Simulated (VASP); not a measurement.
Cs2SnI6: relaxation of cell and atoms with PBEsol

Crystal: Cs2SnI6.

```xyz
9
Lattice="0.0000 5.7876 5.7876 5.7876 0.0000 5.7876 5.7876 5.7876 0.0000" Properties=species:S:1:pos:R:3 pbc="T T T"
Cs    2.8938    2.8938    2.8938
Cs    8.6814    8.6814    8.6814
Sn    0.0000    0.0000    0.0000
I     2.8705    5.7876    5.7876
I     5.7876    2.8705    5.7876
I     8.7047    5.7876    5.7876
I     5.7876    8.7047    5.7876
I     5.7876    5.7876    2.8705
I     5.7876    5.7876    8.7047
```

```
Program                : VASP 6.6.1
Task                   : relaxation of cell and atoms
Functional             : PBEsol
Potentials or basis    : VASP PAW PBE potentials, release 64 (Cs_sv, Sn_d, I)
Cutoff                 : 600 eV
k mesh                 : 6 × 6 × 6
Occupations            : gaussian, width 0.03 eV
Spin                   : no spin polarisation
Further INCAR settings : ALGO = Normal; EDIFF = 1e-07; IBRION = 2; EDIFFG = -0.005; NSW = 90; ISIF = 3
```

```
Relaxed volume                         : 42.91 Å³/atom
Relaxed cell                           : a = 8.174 Å, b = 8.174 Å, c = 8.174 Å, α = 60.00°, β = 60.00°, γ = 60.00°
Space group after relaxing (to 0.05 Å) : Fm-3m (No. 225)
Energy gained by relaxing              : 0.0 meV/atom
Ionic steps                            : 5
Pressure after relaxing                : 0.0 GPa
Largest force after relaxing           : 0.003 eV/Å
Band gap on the k mesh                 : none (metal or under the smearing width)
```

Forces on the atoms (eV/Å):
```
Cs   0.000  0.000  0.000
Cs   0.000  0.000  0.000
Sn   0.000  0.000  0.000
I    0.003  0.000  0.000
I    0.000  0.003  0.000
I   -0.003  0.000  0.000
I    0.000 -0.003  0.000
I    0.000  0.000  0.003
I    0.000  0.000 -0.003
```

Step by step:
```
step  energy change (eV)  largest force (eV/Å)  pressure (GPa)  volume (Å³)
   1              0.0000                0.0059           -0.03       387.73
   2             -0.0001                0.0096           -0.01       387.31
   3             -0.0001                0.0138            0.01       386.84
   4             -0.0001                0.0112            0.01       386.68
   5             -0.0002                0.0034            0.01       386.19
```

Final structure:
```
Cs Sn I
1.0
     0.00000    5.77993    5.77993
     5.77993    0.00000    5.77993
     5.77993    5.77993    0.00000
Cs Sn I
2 1 6
Direct
  0.25000 0.25000 0.25000
  0.75000 0.75000 0.75000
  0.00000 0.00000 0.00000
  0.75172 0.24828 0.24828
  0.24828 0.75172 0.24828
  0.24828 0.75172 0.75172
  0.75172 0.24828 0.75172
  0.24828 0.24828 0.75172
  0.75172 0.75172 0.24828
```

Levels at points of the mesh, in eV from the Fermi level:
```csv
k point,band 34,band 35,band 36,band 37,band 38,band 39,band 40,band 41
"(0.00, 0.00, 0.00)",-0.50,-0.10,-0.02,-0.02,-0.02,3.84,3.84,3.84
"(0.50, 0.00, 0.00)",-0.48,-0.45,-0.32,-0.32,0.97,3.27,5.00,5.00
"(0.50, 0.50, 0.00)",-0.76,-0.76,-0.65,-0.06,1.36,4.38,4.38,4.55
```

Run time: 13 min on 2 MPI ranks on Intel(R) Xeon(R) Platinum 8488C (Sapphire Rapids), with other jobs on the host, peak memory 0.95 GiB a rank.

Caveat: the PAW data sets were made with another functional, which shifts forces and pressure a little. Spin-orbit coupling is left out, which matters for the levels of Cs, I.
